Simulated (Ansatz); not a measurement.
Tl in Ansatz: the effect of functional

Tl:

```xyz
2
Lattice="3.4328 0.0000 0.0000 -1.7164 2.9729 0.0000 0.0000 0.0000 5.4879" Properties=species:S:1:pos:R:3 pbc="T T T"
Tl    1.7164    0.9910    4.1159
Tl    0.0000    1.9819    1.3720
```

The cell isn't the ideal one: volume scaled by 0.98.

Alike in all runs:

- Program: Ansatz 0.2.0
- Task: single point
- Potentials or basis: Ansatz PAW
- k mesh: 9 × 9 × 5
- Occupations: fermi-dirac, width 0.05 eV
- Spin: no spin polarisation

**Question.** One run gave: pressure -0.8 GPa. Which functional did it use?
A. LDA
B. r2SCAN
C. PBE

**Answer.** A.

| functional | cutoff | pressure (GPa) |
| --- | --- | --- |
| LDA | 420 eV (not typed: the program's choice for these potentials) | -0.8 |
| r2SCAN | 500 eV (not typed: the program's choice for these potentials) | 3.0 |
| PBE | 420 eV (not typed: the program's choice for these potentials) | 4.4 |

Caveats: the PAW data sets come from PBE, with cores solved anew for the run's functional, which leaves a small shift of forces and pressure (some runs).
